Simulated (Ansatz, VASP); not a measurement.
# Al47N47O (V_Al-O_N): VASP beside Ansatz

Wanted: the spread between two codes on one cell, functional and k mesh. Of the first pair: The cell is taken from a series of runs on this material, whose earlier steps may have relaxed, scaled, displaced or heated it; both programs get it as it stands.

Method: plane waves, with VASP 6.6.1 beside it; PBE, in Ansatz 0.2.0.

## 1. The structure

The cell holds 95 atoms: 47 Al, 47 N and 1 O. Cell: a = 10.844 Å, b = 10.844 Å, c = 10.036 Å, α = 90.0°, β = 90.0°, γ = 120.0°. It derives from AlN (AlN (P6_3mc)). Nearest the centre at fractional (0.583, 0.667, 0.470): O95 at 1.23 Å, Al37 at 2.41 Å, Al40 at 2.42 Å, Al18 at 2.43 Å, N90 at 2.59 Å, N88 at 2.60 Å, N87 at 2.61 Å, N85 at 2.94 Å.

## 2. Ansatz: single point, PBE, pair 1

Ansatz runs on its default PAW (the set named soft_2) files.

A single point takes one fixed geometry, so differences don't come from the geometry; what else differs is listed under the comparison.

Contents of input.yaml:

```yaml
crystal:
  checkpoint: "../q0_M2.relax_smeared.run"
  host: checkpoint
basis:
  ecutwfc: 420
  xc_grid: 2
hamiltonian:
  xc: pbe
kpoints:
  mp_grid: { grid: [1, 1, 1] }
magnetization:
  spin_polarized: true
  initial_magnetization: 2
  spin_locking: { lock_magnetization: hard }
scf:
  occupations: { method: fermi_dirac, width: 0.01 }
  max_iter: 80
output:
  forces: true
  eigenvalues: true
  charged_corrections:
    epsilon: [4.48, 4.48, 4.7]
    static_epsilon: [8.29, 8.29, 9.84]
    defect_position: [0.583333, 0.666667, 0.470497]
  eigenstates: { localisation: true }
  populations: true
  efg: {}
  band_densities: [{ bands: [v1, v1] }, { bands: [c1, c1] }]
  write_density: true
  write_potential: true
  volumetric_format: npy
checkpoint:
  read: "../q0_M2.relax_smeared.run"
  write: "../q0_M2.point.run"
  compress: false
  write_wavefunctions: false
  write_every: 100000
```

On the command line:

```
ansatz run input.yaml --threads 4 --pin off --max-ram 9420MiB --backend cpu --events-out ev --progress --plain --runs-dir out
```

Numbers of over 12 decimals in the logs are rounded to 6 here.

The log of the run:

```text
crystal.checkpoint: the structure is that of <dir>, a `relax` run, at its step 6: its result, under pbe at a charge of 0 e; 95 atoms read, 0 with a starting moment; crystal.structure_sha256 for this input is
Engine: ansatz 0.2.0, aarch64-unknown-linux-gnu
Pseudopotentials: kind: paw
Pseudopotential: Al, paw, valence charge 3, recommended cutoff 420 eV (normal), Al.paw.azcp
Pseudopotential: N, paw, valence charge 5, recommended cutoff 420 eV (normal), N.paw.azcp
Pseudopotential: O, paw, valence charge 6, recommended cutoff 420 eV (normal), O.paw.azcp
Functional definition: PBE
  parameter kappa = 0.804
  parameter beta = 0.066725
  exchange = pbe_x(kappa = kappa, mu = beta*pi^2/3)
  correlation = pbe_c(beta = beta)
Crystal: 95 atoms, lattice volume = 1021.939 Å³
Basis set: ecut = 420 eV, 20001 PW (Γ), exchange–correlation on 150×150×144 points (8 copies of the dense FFT grid, shifted against one another)
Bands: 287, of which v1, the nominal top of the filled ones, is band 191 counted from 1 (190 counted from 0)
Symmetry: 1 space group operations
Space group: P1 (ITA 1), of the structure as read, at distance tolerance 1.0e-4 Å
Magnetic group: BNS 1.1 (UNI 1), of the structure as read, at distance tolerance 1.0e-4 Å
k-points: 1
Non-local potential: Al, projectors of the file, l = 0: 2, l = 1: 2, l = 2: 1
Non-local potential: N, projectors of the file, l = 0: 2, l = 1: 2, l = 2: 1
Non-local potential: O, projectors of the file, l = 0: 2, l = 1: 2, l = 2: 1
PAW form: soft (Blöchl's): semilocal exchange-correlation on the pseudo side does not see the compensation charge
PAW one-centre angular grid: Al, 110 points (default); XC on 64 Gauss nodes
PAW one-centre angular grid: N, 110 points (default); XC on 64 Gauss nodes
PAW one-centre angular grid: O, 110 points (default); XC on 64 Gauss nodes
Initial density: read from a saved state, or passed on in memory by an earlier SCF of this step, an earlier step, the calling program or the single point that the run made first
Starting moments: Σ|m| = 2 μB on 95 of 95 sites; this step starts from the density that it was given
Initial wavefunctions: those read from a saved state, or passed on in memory by an earlier step or the calling program
Functional: x = pbe(κ = 0.804, μ = 0.219515), c = pbe(β = 0.066725)
SCF iter   1: F=—  HF=-44003.028485 eV  |F-HF|=—  |Δ(HF+E_count)|=         —  Δρ=6.70e-7 (↑5.81e-7 ↓6.70e-7)  dr2=1.28e-8  dr2_m=1.42e-9  M=2.000 μB ∫|m|=2.173 μB  β_m=0.30  ethr=1.06e-11  ⟨swp⟩=3.0  Hψ=1340  notcnv=0
preconditioner: auto → Resta (q_TF=auto, 2.316 Å⁻¹)  ε∞=4.1  [insulator: Δε(μ)=0.673 eV  Ē_g=12.940 eV  σ=0.010 eV  W_gap=1.00  n_scr=210 (ndim 8)  ℏωp=22.7 eV  f_vac=0.000  D(μ)=0.00/eV (n_scr^D=0)  ε∞_Penn≈4.1]
spin=Collinear: Resta preconditioning applied to the charge; magnetization (m = ρ↑ − ρ↓) channel mixes plain (no charge-response kernel on spin).
SCF iter   2: F=-44003.028485 eV  HF=-44003.028485 eV  |F-HF|=3.33e-9  |Δ(HF+E_count)|=   2.51e-9  Δρ=4.66e-7 (↑4.64e-7 ↓4.66e-7)  dr2=7.14e-9  dr2_m=6.71e-10  M=2.000 μB ∫|m|=2.173 μB  ethr=3.35e-12  ⟨swp⟩=6.0  Hψ=2273  notcnv=0
SCF 1 converged in 2 iterations: F = -44003.028485 eV  dr2 = 7.14e-9
  greatest PAW one-centre occupation: 0.859 electrons in one spin orbital (limit 2), on the O atom at site 80 (counted from 0), in its partial waves of l = 0
SCF converged after 2 iterations
Magnetization: 2.0000 μB (192.0000 up, 190.0000 down)
Absolute magnetization: 2.1773 μB (∫|ρ↑−ρ↓|, with the PAW one-centre terms)
Spin contamination: 0.0099 ħ² per cell (⟨S²⟩ above its minimum at these occupations)
[...]
k-point 0 ↓: bands = [... 187 lower, 6.5369, 6.6844, 7.0003, 7.6733, 7.6763, 10.8126, 11.8501, 11.8713, ... 92 higher]
--- Löwdin populations: 95 sites ---
  site symbol       q [e]    m [muB]
     0     Al      1.9071    -0.0011
     1     Al      1.9073    -0.0009
     2     Al      1.9108     0.0001
     3     Al      1.9121     0.0022
     4     Al      1.9060    -0.0007
     5     Al      1.9121     0.0022
     6      N      6.0270     0.0004
     7      N      6.0267     0.0000
     8      N      6.0270     0.0004
     9      N      6.0195     0.0402
    10      N      6.0220     0.0308
    11      N      6.0303     0.0023
    12     Al      1.9089    -0.0005
    13     Al      1.9080    -0.0001
    14     Al      1.9077    -0.0001
    15     Al      1.9090     0.0004
    16     Al      1.9084    -0.0001
    17     Al      1.9090     0.0003
    18      N      6.0289     0.0007
    19      N      6.0261     0.0007
    20      N      6.0289     0.0007
    21      N      6.0286     0.0008
    22      N      6.0283     0.0009
    23      N      6.0262     0.0019
[...]
87     Al      1.9047    -0.0060
    88     Al      1.9101     0.0003
    89      N      6.0289     0.0005
    90      N      5.8499     0.5352
    91      N      6.0322     0.0001
    92      N      6.0215     0.0351
    93      N      6.0197     0.0377
    94      N      6.0197     0.0377
  spilling = 0.007975 (of n_electrons = 382.000000)
--- Band densities, each state counted as filled ---
  window                                       electrons  max residual (eV)  cut levels
  bands: [v1, v1]                    1.000000 + 1.000000             1.4e-5           0
  bands: [c1, c1]                    1.000000 + 1.000000             1.2e-5           0
```

## 3. VASP: single point, PBE, pair 1

The same cell, functional, mesh and smearing now go to VASP, with its own data sets.

Lines of VASP's logs that name or quote its potential files are left out, and so is its time.

Contents of INCAR:

```
SYSTEM = Al47N47O
PREC = Accurate
ENCUT = 520
EDIFF = 1E-06
NELM = 200
ISMEAR = -1
SIGMA = 0.01
LREAL = Auto
ALGO = Normal
GGA = PE
NBANDS = 264
ISPIN = 2
MAGMOM = -0 0 0 0 0 0 -0 -0 0 0 -0 0 0 0 0 -0 0 -0 0 0 0 0 -0 0 -0 0 0 -0 0 -0 -0 0 -0 0 -0 0 -0 0 0 -0 -0 -0 -0 -0 0 -0 0 0 0 0 0.03 0.02 0 0 0 0 0 0 0 0.01 0 0 0 0 0 -0 0 0 0 0 0 0.01 0 0.01 0.03 0 0.02 -0 0 -0 0 0 0 0 0.01 0.01 0.39 0.39 0 0.36 -0 0.03 0.03 0.03 0
LORBIT = 11
LWAVE = .FALSE.
LCHARG = .FALSE.
ISIF = 2
NUPDOWN = 2
LASPH = .TRUE.
GGA_COMPAT = .FALSE.
NCORE = 2
```

Contents of POSCAR:

```
Al47N47O
1.0
    9.3908849774      5.4218299696      0.0000000000
   -9.3908849774      5.4218299696      0.0000000000
    0.0000000000      0.0000000000     10.0355826742
Al N O
47 47 1
Direct
    0.9991225799      0.1657618074      0.2497488184
    0.1659843872      0.9992311955      0.2499065660
    0.3331993854      0.3326620846      0.2492681279
[... 5 atom lines left out ...]
    0.3338396759      0.3337324494      0.7494434401
[... 4 atom lines left out ...]
    0.1658132970      0.4993391935      0.2498597459
    0.3328481549      0.8334151948      0.2498589694
    0.0016331132      0.8322977603      0.5012697397
    0.1667051818      0.6663868207      0.4996754821
    0.3310734706      0.4991914546      0.4987753711
[... 1 atom line left out ...]
    0.1670510032      0.5000351826      0.7494919904
    0.3333970927      0.8327245216      0.7495018427
[... 4 atom lines left out ...]
    0.6669079340      0.0000808414      0.2492979267
[... 1 atom line left out ...]
    0.4983840772      0.3325166183      0.5014926180
[... 1 atom line left out ...]
    0.8322496810      0.0001755093      0.5014994368
[... 1 atom line left out ...]
    0.6664820277      0.9990273320      0.7494549998
[... 4 atom lines left out ...]
    0.4988964895      0.6663695299      0.2483174734
    0.6667254478      0.5007423582      0.2489103905
    0.8323429856      0.8319794785      0.2490272381
    0.4982770275      0.8335506306      0.4987912964
    0.8357906178      0.5004893951      0.5012967047
    0.4996251537      0.6663771529      0.7503266324
    0.6674704420      0.4981439742      0.7487971088
    0.8357154961      0.8346138522      0.7487840005
[... 1 atom line left out ...]
    0.6667417560      0.6663779032      0.9972964879
[... 6 atom lines left out ...]
    0.3337611553      0.3350830217      0.4403087104
[... 6 atom lines left out ...]
    0.9999847252      0.8326024374      0.1896743669
[... 1 atom line left out ...]
    0.3328860064      0.4993573730      0.1912080959
    0.0009792900      0.6663868613      0.4405447172
    0.1651183670      0.4990316813      0.4406469473
    0.3324842576      0.8337309517      0.4406475283
    0.0018437508      0.8334775508      0.6913415140
[... 1 atom line left out ...]
    0.3344500694      0.5010705646      0.6882324337
[... 3 atom lines left out ...]
    0.4993636151      0.3330040430      0.1895279867
[... 1 atom line left out ...]
    0.8327278012      0.9997225751      0.1895731048
[... 1 atom line left out ...]
    0.6650584331      0.9976721156      0.4403306509
[... 1 atom line left out ...]
    0.4995338400      0.3321733683      0.6913567008
[... 1 atom line left out ...]
    0.8337393785      0.0005876856      0.6913826557
[... 3 atom lines left out ...]
    0.4998966685      0.8333830127      0.1912193907
    0.6647552790      0.6663620190      0.1910648519
    0.8337640768      0.5001318000      0.1896639751
    0.6674575193      0.4821289389      0.4351415271
    0.8515748301      0.8504961414      0.4352194848
    0.4997550645      0.8316790983      0.6882469556
    0.6678461664      0.6663815156      0.7122478703
    0.8347406376      0.4992883071      0.6913527746
    0.4983635599      0.6663717982      0.9417749600
[... 2 atom lines left out ...]
    0.4757345424      0.6663637800      0.4308414685
```

Contents of KPOINTS:

```
Automatic mesh
0
Gamma
1 1 1
0 0 0
```

PAW data sets: Al, N and O (PBE family, release 64).

On the command line:

```
mpirun -np 8 vasp_gam
```

The log of the run:

```text
[banner, memory and clock lines left out]
running    8 mpi-ranks, on    1 nodes
[...]
LDA part: xc-table for (Slater+PW92), standard interpolation
 POSCAR, INCAR and KPOINTS ok, starting setup
[...]
entering main loop
       N       E                     dE             d eps       ncg     rms          rms(c)
DAV:   1     0.269581230106E+04    0.26958E+04   -0.20278E+05  1064   0.139E+03
DAV:   2    -0.515402123128E+03   -0.32112E+04   -0.30152E+04  1376   0.313E+02
DAV:   3    -0.806005751338E+03   -0.29060E+03   -0.28755E+03  1256   0.974E+01
DAV:   4    -0.812117276620E+03   -0.61115E+01   -0.60856E+01  1288   0.155E+01
[...]
DAV:  17    -0.702988856846E+03   -0.55927E-05   -0.23272E-05  1176   0.105E-02    0.899E-03
DAV:  18    -0.702988857894E+03   -0.10479E-05   -0.42196E-06  1224   0.440E-03    0.551E-03
DAV:  19    -0.702988857807E+03    0.87497E-07   -0.13754E-06   720   0.249E-03
   1 F= -.70298886E+03 E0= -.70298886E+03  d E =-.327053E-11  mag=     2.0000
```

Parts of OUTCAR (step 3):

```text
  FREE ENERGIE OF THE ION-ELECTRON SYSTEM (eV)
  ---------------------------------------------------
  free  energy   TOTEN  =      -702.9888578069 eV

  energy  without entropy=     -702.9888578069  energy(sigma->0) =     -702.98885781

 magnetization (x)
# of ion       s       p       d       tot
------------------------------------------
    1       -0.000  -0.000   0.000  -0.000
    2        0.000   0.000   0.000   0.000
    3       -0.000  -0.000   0.000  -0.000
    4       -0.000   0.003   0.000   0.003
    5       -0.000   0.001   0.000   0.000
    6       -0.000   0.003   0.000   0.003
    7       -0.000  -0.000   0.000  -0.000
    8       -0.000   0.000   0.000  -0.000
    9        0.000   0.000   0.000   0.000
   10        0.000   0.000   0.000   0.000
   11       -0.000   0.000   0.000  -0.000
   12        0.000   0.000   0.000   0.000
   13       -0.000  -0.000   0.000  -0.000
[...]
--------------------------------------------------
tot          0.036   1.298   0.000   1.334
```

The run ends at a pressure of 0.05 GPa, with forces up to 0.020 eV/Å.

## 4. Side by side

Known differences besides the potentials themselves: VASP starts from the moments at which Ansatz ended; the cutoff is 420 eV in Ansatz and 520 eV in VASP (PREC = Accurate, projectors in real space); site moments are counted in spheres of each program's own size. Total energies have different zeros and are not compared.

Both answers:

| quantity | Ansatz | VASP | difference |
| --- | --- | --- | --- |
| total moment, fixed by the input (μB) | 2.00 | 2.00 | 0.00 |
| moment on N87 (μB) | 0.39 | 0.38 | +0.01 |
| moment on N88 (μB) | 0.39 | 0.38 | +0.01 |
| moment on N90 (μB) | 0.36 | 0.34 | +0.01 |

The largest component of a force difference here is 13 meV/Å.

[end of part 1 of 2]

[Lines on the potential files, build, host, timing and source positions are cut from VASP's logs without a mark.]

[Logs are printed without paths, hosts, clocks, repeated set-up lines and the standing remarks that a program may print on its own settings, such as how far it seeks lower states.]

[Hosts, paths, dates, database ids (printed as entryN), source tags and the programs' standing remarks are cut or masked in the printed files.]
